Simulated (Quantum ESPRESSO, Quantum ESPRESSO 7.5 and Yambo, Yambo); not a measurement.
# Quasiparticle gap of BaS (Fm-3m) in Yambo

Wanted: ground state, empty states, screening and self-energy for BaS (Fm-3m).

Program: Quantum ESPRESSO 7.5 and Yambo 5.3.0. Level of theory: PBE and many-body steps on it, plane waves. Results are calculated unless marked as measured.

Report form: the programs' logs are mostly left out.

### 1. The structure

It takes space group Fm-3m (No. 225, cubic). Conventional cell: a = 6.388 Å, b = 6.388 Å, c = 6.388 Å, α = 90.00°, β = 90.00°, γ = 90.00°. Nearest to Ba lie 6 S at 3.19 Å. Nearest to S lie 6 Ba at 3.19 Å. Farther neighbours and most contacts between anions are not listed.

The cell and positions come from the Crystallography Open Database and are kept as given unless a step says otherwise. Spin-orbit coupling is left out unless a step names it.

### 2. Ground state

This step: Quantum ESPRESSO 7.5; DFT, PBE, plane waves, norm-conserving pseudopotentials.

The ground-state density comes first.

pw.in reads:

```
&control
  calculation = 'scf'
  prefix = 'x'
  outdir = 'o'
  pseudo_dir = 'pseudo'
/
&system
  ibrav = 0
  nat = 2
  ntyp = 2
  ecutwfc = 40.0
  nbnd = 13
  force_symmorphic = .true.
/
&electrons
  conv_thr = 1e-10
  electron_maxstep = 80
  mixing_beta = 0.5
/
ATOMIC_SPECIES
  Ba 137.33 Ba.upf
  S 32.06 S.upf
CELL_PARAMETERS angstrom
  0.0000000000 3.1937500000 3.1937500000
  3.1937500000 0.0000000000 3.1937500000
  3.1937500000 3.1937500000 0.0000000000
ATOMIC_POSITIONS crystal
  Ba 0.0000000000 0.0000000000 0.0000000000
  S 0.5000000000 0.5000000000 0.5000000000
K_POINTS automatic
  6 6 6 0 0 0
```

Started as:

```sh
$ OMP_NUM_THREADS=1 mpirun -n 4 pw.x -nk 4 -in pw.in > pw.out
```

Run time: 3 s. Hardware: 4 MPI ranks of Arm Neoverse V1, shared host; peak memory 0.21 GiB; 12 s of CPU time.

This step gave:

```yaml
total_energy: -1068.8975 eV
gap: 2.146 eV
k_of_the_valence_top: 0, 0, 0
k_of_the_conduction_bottom: 0, -0.5, -0.5
least_direct_gap: 2.272 eV
```

The gap is indirect, with the least direct gap 0.13 eV higher.

### 3. Bands along the symmetry lines

Levels along a band path, at the cheap level, show where the edges lie and whether the meshes to come will hold them.

pw.in reads:

```
&control
  calculation = 'bands'
  prefix = 'x'
  outdir = 'o'
  pseudo_dir = 'pseudo'
/
&system
  ibrav = 0
  nat = 2
  ntyp = 2
  ecutwfc = 40.0
  nbnd = 14
  force_symmorphic = .true.
/
&electrons
  conv_thr = 1e-9
  electron_maxstep = 80
  diago_full_acc = .true.
  diago_thr_init = 5e-6
/
ATOMIC_SPECIES
  Ba 137.33 Ba.upf
  S 32.06 S.upf
CELL_PARAMETERS angstrom
  0.0000000000 3.1937500000 3.1937500000
  3.1937500000 0.0000000000 3.1937500000
  3.1937500000 3.1937500000 0.0000000000
ATOMIC_POSITIONS crystal
  Ba 0.0000000000 0.0000000000 0.0000000000
  S 0.5000000000 0.5000000000 0.5000000000
K_POINTS crystal
  50
  0.00000000 0.00000000 0.00000000 1
  0.06250000 0.00000000 0.06250000 1
  0.12500000 0.00000000 0.12500000 1
  0.18750000 0.00000000 0.18750000 1
  0.25000000 0.00000000 0.25000000 1
  0.31250000 0.00000000 0.31250000 1
  0.37500000 0.00000000 0.37500000 1
  0.43750000 0.00000000 0.43750000 1
  0.50000000 0.00000000 0.50000000 1
  0.51562500 0.03125000 0.51562500 1
  0.53125000 0.06250000 0.53125000 1
  0.54687500 0.09375000 0.54687500 1
  0.56250000 0.12500000 0.56250000 1
  0.57812500 0.15625000 0.57812500 1
  0.59375000 0.18750000 0.59375000 1
  0.60937500 0.21875000 0.60937500 1
  0.62500000 0.25000000 0.62500000 1
  0.37500000 0.37500000 0.75000000 1
  0.32812500 0.32812500 0.65625000 1
  0.28125000 0.28125000 0.56250000 1
  0.23437500 0.23437500 0.46875000 1
  0.18750000 0.18750000 0.37500000 1
  0.14062500 0.14062500 0.28125000 1
  0.09375000 0.09375000 0.18750000 1
  0.04687500 0.04687500 0.09375000 1
  0.00000000 0.00000000 0.00000000 1
  0.06250000 0.06250000 0.06250000 1
  0.12500000 0.12500000 0.12500000 1
  0.18750000 0.18750000 0.18750000 1
  0.25000000 0.25000000 0.25000000 1
  0.31250000 0.31250000 0.31250000 1
  0.37500000 0.37500000 0.37500000 1
  0.43750000 0.43750000 0.43750000 1
  0.50000000 0.50000000 0.50000000 1
  0.50000000 0.46875000 0.53125000 1
  0.50000000 0.43750000 0.56250000 1
  0.50000000 0.40625000 0.59375000 1
  0.50000000 0.37500000 0.62500000 1
  0.50000000 0.34375000 0.65625000 1
  0.50000000 0.31250000 0.68750000 1
  0.50000000 0.28125000 0.71875000 1
  0.50000000 0.25000000 0.75000000 1
  0.50000000 0.21875000 0.71875000 1
  0.50000000 0.18750000 0.68750000 1
  0.50000000 0.15625000 0.65625000 1
  0.50000000 0.12500000 0.62500000 1
  0.50000000 0.09375000 0.59375000 1
  0.50000000 0.06250000 0.56250000 1
  0.50000000 0.03125000 0.53125000 1
  0.50000000 0.00000000 0.50000000 1
```

Elapsed: 2.8 s, on 4 MPI ranks; peak memory 0.19 GiB; 11 s of CPU time.

This step gave:

```
gap                        : 2.146 eV
k of the valence top       : 0, 0, 0
k of the conduction bottom : 0.5, 0, 0.5
least direct gap           : 2.272 eV
```

The gap is 2.146 eV, as in the run before at this level.

The electronic bands at the labelled points (eV, zero at the top of the highest filled band; v1 is the highest filled band, c1 the lowest empty one):

| point | v4 | v3 | v2 | v1 | c1 | c2 | c3 | c4 |
| --- | --- | --- | --- | --- | --- | --- | --- | --- |
| Γ | -10.33 | 0.00 | 0.00 | 0.00 | 3.63 | 3.91 | 3.91 | 3.91 |
| halfway | -9.73 | -1.27 | -0.16 | -0.16 | 2.83 | 4.73 | 5.32 | 5.76 |
| X | -10.24 | -0.50 | -0.13 | -0.13 | 2.15 | 5.97 | 6.06 | 7.53 |
| halfway | -10.07 | -0.50 | -0.40 | -0.27 | 2.48 | 6.33 | 6.36 | 6.88 |
| U | -9.74 | -0.92 | -0.59 | -0.51 | 3.32 | 5.97 | 6.63 | 6.78 |
| jump to K | -9.74 | -0.92 | -0.59 | -0.51 | 3.32 | 5.97 | 6.63 | 6.78 |
| halfway | -9.47 | -1.38 | -0.86 | -0.32 | 4.09 | 4.74 | 5.02 | 5.91 |
| Γ | -10.33 | 0.00 | 0.00 | 0.00 | 3.63 | 3.91 | 3.91 | 3.91 |
| halfway | -9.56 | -1.13 | -0.61 | -0.61 | 4.12 | 4.78 | 4.78 | 5.41 |
| L | -9.10 | -1.90 | -1.06 | -1.06 | 5.58 | 5.67 | 6.35 | 6.35 |
| halfway | -9.40 | -1.45 | -0.84 | -0.76 | 4.70 | 4.89 | 6.69 | 6.91 |
| W | -9.70 | -1.10 | -0.47 | -0.47 | 4.30 | 4.30 | 6.33 | 6.90 |
| halfway | -9.95 | -0.65 | -0.51 | -0.29 | 2.79 | 6.13 | 6.18 | 6.91 |
| X | -10.24 | -0.50 | -0.13 | -0.13 | 2.15 | 5.97 | 6.06 | 7.53 |

### 4. Empty states on the mesh, 4×4×4 mesh, 776 bands

The sums over transitions need many empty states on a uniform mesh; this step solves for them.

pw.in reads:

```
&control
  calculation = 'nscf'
  prefix = 'x'
  outdir = 'o'
  pseudo_dir = 'pseudo'
/
&system
  ibrav = 0
  nat = 2
  ntyp = 2
  ecutwfc = 40.0
  nbnd = 776
  force_symmorphic = .true.
/
&electrons
  conv_thr = 1e-9
  electron_maxstep = 80
  diago_full_acc = .true.
  diago_thr_init = 5e-6
/
ATOMIC_SPECIES
  Ba 137.33 Ba.upf
  S 32.06 S.upf
CELL_PARAMETERS angstrom
  0.0000000000 3.1937500000 3.1937500000
  3.1937500000 0.0000000000 3.1937500000
  3.1937500000 3.1937500000 0.0000000000
ATOMIC_POSITIONS crystal
  Ba 0.0000000000 0.0000000000 0.0000000000
  S 0.5000000000 0.5000000000 0.5000000000
K_POINTS automatic
  4 4 4 0 0 0
```

It took 1.9 min on 4 MPI ranks; peak memory 1.1 GiB.

Numbers from this step:

```yaml
gap: 2.146 eV
k_of_the_valence_top: 0, 0, 0
k_of_the_conduction_bottom: 0, -0.5, -0.5
least_direct_gap: 2.272 eV
k_points_computed: 8
lowest_point_of_the_top_converged_band_above_the_valence_top: 287.0837 eV
```

On this mesh the gap is 2.146 eV.

### 5. Conversion and set-up

This step: Yambo 5.3.0; conversion and set-up on PBE, plane waves, norm-conserving pseudopotentials.

The states are converted to the many-body program's format and the q mesh is built.

Started as:

```sh
$ (cd o/x.save; p2y > p2y.log; mv SAVE ../..); yambo > setup.log
```

Elapsed: 2.2 s, on 1 MPI rank; peak memory 0.24 GiB.

### 6. Screening and self-energy, 4×4×4 mesh, 321 bands, screening to 231.3 eV

G0W0 replaces the xc potential by the self-energy, built once from these orbitals. Only a window of levels is corrected, while the sums run over the empty bands that the input names.

This step: G0W0 on PBE, plane waves, norm-conserving pseudopotentials.

gw2.in reads:

```
HF_and_locXC
gw0
dyson
ppa
em1d
rim_cut
RandQpts= 1000000
RandGvec= 1 RL
EXXRLvcs= 40 Ry
VXCRLvcs= 160 Ry
Chimod= "HARTREE"
% BndsRnXp
 1 | 321 |
%
NGsBlkXp= 17 Ry
% LongDrXp
 1 | 1 | 1 |
%
% GbndRnge
 1 | 321 |
%
DysSolver= "n"
ExtendOut
PPAPntXp= 27.21138 eV
% QPkrange
 1 | 1 | 7 | 10 |
 7 | 7 | 7 | 10 |
%
```

Started as:

```sh
$ OMP_NUM_THREADS=1 mpirun -n 4 yambo -F gw2.in -J gw2 -C gw2 > gw2.log
```

Elapsed: 9.4 min, on 4 MPI ranks; peak memory 1.7 GiB.

This step gave:

```
G0W0 gap on the points computed              : 3.652 eV
starting gap on the mesh                     : 2.146 eV
k of the valence top                         : 0, 0, 0
k of the conduction bottom                   : 0, -0.5, -0.5
least direct G0W0 gap on the computed points : 3.795 eV
Z at the valence top                         : 0.7893
Z at the conduction bottom                   : 0.8331
```

The gap on the mesh goes from 2.15 eV to 3.65 eV, a correction of +1.51 eV.

Limits: finite bands, cutoff and mesh; no spin-orbit coupling. v1 is the top filled band, c1 the lowest empty one. Levels before and after the correction, in eV, zero at the valence-band top of each column:

|  | conduction bottom | valence top |
| --- | --- | --- |
| Kohn-Sham | 2.15 | 0.00 |
| G0W0 | 3.65 | 0.00 |

|  | level | energy (eV) |
| --- | --- | --- |
| Kohn-Sham | Γ v2-v1 | 0.000 |
| Kohn-Sham | Γ c1 | 3.626 |
| Kohn-Sham | Γ c2 | 3.906 |
| Kohn-Sham | (0 -0.5 -0.5) v2-v1 | -0.126 |
| Kohn-Sham | (0 -0.5 -0.5) c1 | 2.146 |
| Kohn-Sham | (0 -0.5 -0.5) c2 | 5.968 |
| G0W0 | Γ v2-v1 | 0.000 |
| G0W0 | Γ c1 | 5.021 |
| G0W0 | Γ c2 | 5.619 |
| G0W0 | (0 -0.5 -0.5) v2-v1 | -0.144 |
| G0W0 | (0 -0.5 -0.5) c1 | 3.652 |
| G0W0 | (0 -0.5 -0.5) c2 | 7.920 |

### 7. Where the time went

Times are wall times on the hardware named with each run, good to a factor of about two.

| step | time | share | memory (GiB) |
| --- | --- | --- | --- |
| ground state | 3 s | 0 % | 0.21 |
| bands along the symmetry lines | 2.8 s | 0 % | 0.19 |
| empty states on the mesh | 1.9 min | 16 % | 1.1 |
| conversion and set-up | 2.2 s | 0 % | 0.24 |
| screening and self-energy | 9.4 min | 82 % | 1.7 |

### 8. Outcome

| Property | Result |
| --- | --- |
| PBE gap | 2.15 eV, indirect |
| G0W0 gap on the mesh | 3.65 eV |
| GW settings | 4×4×4 mesh, 321 bands, screening to 231.3 eV, Godby-Needs plasmon pole |
| known limits | not at the basis limit; no spin-orbit coupling |

In words: G0W0 moves the gap on the mesh from 2.15 eV to 3.65 eV (+1.51 eV), with Z of 0.79 and 0.83 at the edges. Only 2 of the mesh's irreducible points were corrected, so a valley elsewhere could overtake. The dearest step here is «screening and self-energy». Bands and cutoff are finite, so the gap is not at the basis limit. The miss can reach some tenths of an eV and take either sign; the mesh is an error of its own. In the G0W0 run levels were corrected at 2 k points alone, so a gap called «on the mesh» is the least over those, and an edge elsewhere would be missed. The many-body steps are scalar-relativistic: spin-orbit coupling is not in them.

[Paths, hosts, dates, memory and timing lines, banners, echoed tables and standing remarks are left out of the program output.]

[Logs are printed without paths, hosts, clocks, repeated set-up lines and the standing remarks that a program may print on its own settings, such as how far it seeks lower states.]

[Runs of the session that timed out or met a known fault of the program may be left out.]

[Hosts, paths, dates, database ids (printed as entryN), source tags and the programs' standing remarks are cut or masked in the printed files.]
